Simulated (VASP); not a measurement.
# Sb (Fm-3m) in VASP: further runs, part 2 of 2

VASP 6.6.1. The steps go on from the part before.

### Step 5. Single point, r2SCAN

INCAR

```
SYSTEM = Sb
  PREC = Accurate
  ENCUT = 450
  EDIFF = 1E-6
  ISMEAR = 0
  SIGMA = 0.05
  LREAL = Auto
  LASPH = .TRUE.
  NELM = 100
  ALGO = Normal
  ISIF = 2
  LWAVE = .FALSE.
  LCHARG = .FALSE.
  METAGGA = R2SCAN
  LMIXTAU = .TRUE.
  NBANDS = 8
  ADDGRID = .FALSE.
```

KPOINTS

```
regular mesh
0
G
  4 4 4
  0 0 0
```

POSCAR

```
Sb
1.0
    0.0000000000      2.3712425216      2.3712425216
    2.3712425216      0.0000000000      2.3712425216
    2.3712425216      2.3712425216      0.0000000000
Sb
1
Direct
    0.0000000000      0.0000000000      0.0000000000
```

Potentials or basis: VASP PAW PBE potentials, release 64 (Sb).

The run is started by

```console
cat potpaw_PBE.64/Sb/POTCAR > POTCAR
mpirun -np 1 vasp_std > vasp.out
```

OUTCAR:

```text
SYSTEM = Sb
   PREC = Accurate
   ENCUT = 450
   EDIFF = 1E-6
   ISMEAR = 0
   LREAL = Auto
   LASPH = .TRUE.
   NELM = 100
   ISIF = 2
   METAGGA = R2SCAN

 Found      8 irreducible k-points:

 Following reciprocal coordinates:
            Coordinates               Weight
  0.000000  0.000000  0.000000      1.000000
  0.250000  0.000000  0.000000      8.000000
  0.500000  0.000000  0.000000      4.000000
  0.250000  0.250000  0.000000      6.000000
  0.500000  0.250000  0.000000     24.000000
 -0.250000  0.250000  0.000000     12.000000
   k-points           NKPTS =      8   k-points in BZ     NKDIM =      8   number of bands    NBANDS=      8
   number of dos      NEDOS =    301   number of ions     NIONS =      1
   total plane-waves  NPLWV =  13824
   dimension x,y,z NGX =    24 NGY =   24 NGZ =   24
   dimension x,y,z NGXF=    48 NGYF=   48 NGZF=   48
   ions per type =               1
   NGX,Y,Z   is equivalent  to a cutoff of  11.90, 11.90, 11.90 a.u.
   NGXF,Y,Z  is equivalent  to a cutoff of  23.80, 23.80, 23.80 a.u.
 SYSTEM =  Sb
   PREC   = accura    normal or accurate (medium, high low for compatibility)
   ISTART =      0    job   : 0-new  1-cont  2-samecut
   ICHARG =      2    charge: 1-file 2-atom 10-const
   ISPIN  =      1    spin polarized calculation?
   LNONCOLLINEAR =      F non collinear calculations
   LSORBIT =      F    spin-orbit coupling
   LASPH  =      T    aspherical Exc in radial PAW
   ENCUT  =  450.0 eV  33.07 Ry    5.75 a.u.   5.80  5.80  5.80*2*pi/ulx,y,z
[... 60 lines left out ...]
      2      14.2993      0.00000
      3      14.2993      0.00000
      4      14.2994      0.00000
      5      19.0442      0.00000
      6      19.0442      0.00000
      7      19.0442      0.00000
      8      19.5673      0.00000
[... 45 lines left out ...]
 k-point     6 :      -0.2500    0.2500    0.0000
  band No.  band energies     occupation
      1      -1.7059      2.00000
      2       6.0038      2.00000
      3       7.0008      2.00000
      4      12.1737      0.00000
      5      16.2777      0.00000
      6      20.8867      0.00000
      7      21.0476      0.00000
      8      21.5526      0.00000

 [... further k-points ...]

------------------------ aborting loop because EDIFF is reached ----------------------------------------

  FORCE on cell =-STRESS in cart. coord.  units (eV):
  Direction    XX          YY          ZZ          XY          YZ          ZX
  --------------------------------------------------------------------------------------
  -------------------------------------------------------------------------------------
  Total       -0.0460006     -0.0460006     -0.0460006     -0.0000000     -0.0000000      0.0000000
  in kB       -2.7638595     -2.7638595     -2.7638595     -0.0000000     -0.0000000      0.0000000
  external PRESSURE =      -2.7638595 kB  Pullay stress =       0.0000000 kB

 VOLUME and BASIS-vectors are now :
 -----------------------------------------------------------------------------
  energy-cutoff  :      450.00
  volume of cell :       26.67
      direct lattice vectors                 reciprocal lattice vectors
     0.000000000  2.371242522  2.371242522    -0.210859916  0.210859916  0.210859916
     2.371242522  0.000000000  2.371242522     0.210859916 -0.210859916  0.210859916
     2.371242522  2.371242522  0.000000000     0.210859916  0.210859916 -0.210859916

 POSITION                                       TOTAL-FORCE (eV/Angst)
 -----------------------------------------------------------------------------------
      0.00000      0.00000      0.00000        -0.000000     -0.000000     -0.000000
 -----------------------------------------------------------------------------------
    total drift:                                0.000000      0.000000     -0.000000

  FREE ENERGIE OF THE ION-ELECTRON SYSTEM (eV)
  ---------------------------------------------------
  free  energy   TOTEN  =       -25.2522438037 eV

  energy  without entropy=      -25.2411851487  energy(sigma->0) =      -25.24671448
```

OSZICAR:

```text
N       E                     dE             d eps       ncg     rms          rms(c)
DAV:   1    -0.181963571973E+02   -0.18196E+02   -0.15822E+03   128   0.378E+02
DAV:   2    -0.258039522280E+02   -0.76076E+01   -0.73902E+01   184   0.507E+01
DAV:   3    -0.258728907633E+02   -0.68939E-01   -0.68922E-01   136   0.561E+00
DAV:   4    -0.258731632888E+02   -0.27253E-03   -0.27253E-03   184   0.467E-01
DAV:   5    -0.258731647061E+02   -0.14173E-05   -0.14164E-05   152   0.257E-02    0.147E+00
DAV:   6    -0.251263587326E+02    0.74681E+00   -0.10062E-01   128   0.254E+00    0.921E-01
DAV:   7    -0.253264686772E+02   -0.20011E+00   -0.88895E-02   128   0.224E+00    0.149E-01
DAV:   8    -0.252519334338E+02    0.74535E-01   -0.39068E-02   136   0.142E+00    0.785E-02
DAV:   9    -0.252513179815E+02    0.61545E-03   -0.44219E-04   152   0.168E-01    0.108E-01
DAV:  10    -0.252508440279E+02    0.47395E-03   -0.10771E-03   128   0.243E-01    0.437E-02
DAV:  11    -0.252521275957E+02   -0.12836E-02   -0.56133E-04   136   0.201E-01    0.235E-02
DAV:  12    -0.252522207477E+02   -0.93152E-04   -0.22461E-05   152   0.335E-02    0.226E-02
DAV:  13    -0.252522445615E+02   -0.23814E-04   -0.24949E-06   144   0.145E-02    0.210E-02
DAV:  14    -0.252522438037E+02    0.75786E-06   -0.77481E-07   128   0.837E-03
   1 F= -.25252244E+02 E0= -.25246714E+02  d E =-.110587E-01
```

It used 8.3 s of CPU time on 1 thread of Intel(R) Xeon(R) Platinum 8559C (Emerald Rapids), with other jobs on the host, which was overloaded at the time.

These settings aren't checked as converged: the numbers below hold their error.

What came out:

| Quantity | Value |
| --- | --- |
| Free energy | -25.2522 eV |
| Pressure | -0.3 GPa |
| Band gap on the k mesh | none (metal or under the smearing width) |

Caveat: the k mesh is coarse (spacing up to 0.57 Å⁻¹), so the values aren't converged; the PAW data sets were made with another functional, which shifts forces and pressure a little.

### Step 6. Single point, r2SCAN

Edit INCAR of step 5 so:

```diff
@@ -3,6 +3,6 @@
   ENCUT = 450
-  EDIFF = 1E-6
+  EDIFF = 0.01
   ISMEAR = 0
   SIGMA = 0.05
-  LREAL = Auto
+  LREAL = .FALSE.
   LASPH = .TRUE.
```

KPOINTS is that of step 5.

POSCAR is that of step 5.

Potentials or basis: VASP PAW PBE potentials, release 64 (Sb).

The run is started by

```console
cat potpaw_PBE.64/Sb/POTCAR > POTCAR
mpirun -np 1 vasp_std > vasp.out
```

It used 6.1 s of CPU time on 1 thread of Intel(R) Xeon(R) Platinum 8559C (Emerald Rapids), on a shared host, which was overloaded at the time.

The run converged, but some of its settings lie outside the range that counts as converged, so its numbers aren't taken as properties of the crystal.

Results:

```yaml
Free_energy: -25.2505 eV
Pressure: -1.5 GPa
Band_gap_on_the_k_mesh: none (metal or under the smearing width)
```

Caveat: the k mesh is coarse (spacing up to 0.57 Å⁻¹), so the values aren't converged; the PAW data sets were made with another functional, which shifts forces and pressure a little.

### Step 7. The reference run

An earlier run on the cell as given: functional PBEsol; potentials or basis VASP PAW PBE potentials, release 64 (Sb); cutoff 520 eV; k mesh 10 × 10 × 10; occupations fermi-dirac, width 0.05 eV; no spin polarisation.

- Pressure: -1.2 GPa
- Band gap on the k mesh: none (metal or under the smearing width)
